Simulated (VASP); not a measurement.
Input of a VASP 6.6.1 run:

INCAR

```
ALGO = Normal ; EDIFF = 1E-7
ENCUT = 520 ; GGA = PS
ISIF = 2 ; ISMEAR = 0
LASPH = T ; LCHARG = F
LREAL = F ; LWAVE = F
NBANDS = 11 ; NELM = 60
PREC = Accurate ; SIGMA = 0.01
```

File KPOINTS:

```
k-points
0
Gamma
  8 8 8
```

POSCAR

```
BeS
1.0
    0.0000000000      2.4189956147      2.4189956147
    2.4189956147      0.0000000000      2.4189956147
    2.4189956147      2.4189956147      0.0000000000
Be S
1 1
Direct
    0.0000000000      0.0000000000      0.0000000000
    0.2500000000      0.2500000000      0.2500000000
```

Potentials or basis: VASP PAW PBE potentials, release 64 (Be, S).

Run with:

```console
$ cat potpaw_PBE.64/Be/POTCAR potpaw_PBE.64/S/POTCAR > POTCAR
$ mpirun -np 1 vasp_std > vasp.out
```

Question: Estimate the pressure.

Answer: 0.2 GPa.

Question: Estimate the band gap on the k mesh.

Answer: 2.91 eV, indirect (least direct gap 5.61 eV).

Caveat: the PAW data sets were made with another functional, which shifts forces and pressure a little. A k mesh can miss the band edges.
